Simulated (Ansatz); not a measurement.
# TiCo: single point with PBEsol

Crystal: TiCo.

```
Co Ti
1.0
     2.98611    0.00000    0.00000
     0.00000    2.98611    0.00000
     0.00000    0.00000    2.98611
Co Ti
1 1
Direct
  0.50552 0.50227 0.49660
  0.00479 0.99145 0.99640
```

The cell comes from a database or a generator and needn't be the stable form of this composition.

The cell isn't the ideal one: atoms moved at random, drawn with an rms of 0.05 Å.

- Program: Ansatz 0.2.0
- Task: single point
- Functional: PBEsol
- Potentials or basis: Ansatz PAW
- Cutoff: 420 eV (not typed: the program's choice for these potentials)
- k mesh: 9 × 9 × 9
- Occupations: fermi-dirac, width 0.05 eV
- Spin: collinear spin, ferromagnetic start
- Starting moments: [2.0, 1.0] μB

```yaml
Pressure: -8.1 GPa
Largest_force: 0.146 eV/Å
Band_gap_on_the_k_mesh: none (metal or under the smearing width)
Net_moment: 0.71 μB per cell
Absolute_moment: 0.89 μB per cell
Site_moments: Co +0.79; Ti -0.03 μB
```

Forces on the atoms (eV/Å):
```
Co  -0.010 -0.146 -0.003
Ti   0.010  0.146  0.003
```

Levels at points of the mesh, in eV from the Fermi level:
Spin up:
| k point | band 13 | band 14 | band 15 | band 16 | band 17 | band 18 |
| --- | --- | --- | --- | --- | --- | --- |
| (0.00, 0.00, 0.00) | -1.81 | -1.81 | 0.51 | 0.52 | 2.69 | 2.69 |
Spin down:
| k point | band 11 | band 12 | band 13 | band 14 | band 15 | band 16 | band 17 | band 18 |
| --- | --- | --- | --- | --- | --- | --- | --- | --- |
| (0.00, 0.00, 0.00) | -3.61 | -1.32 | -1.32 | -1.32 | 0.95 | 0.96 | 2.77 | 2.77 |

It took 19 s on 2 threads of Intel(R) Xeon(R) 6975P-C (Granite Rapids), with other jobs on the host, peak memory 0.7 GiB.

Caveat: the PAW data sets come from PBE, with cores solved anew for the run's functional, which leaves a small shift of forces and pressure.
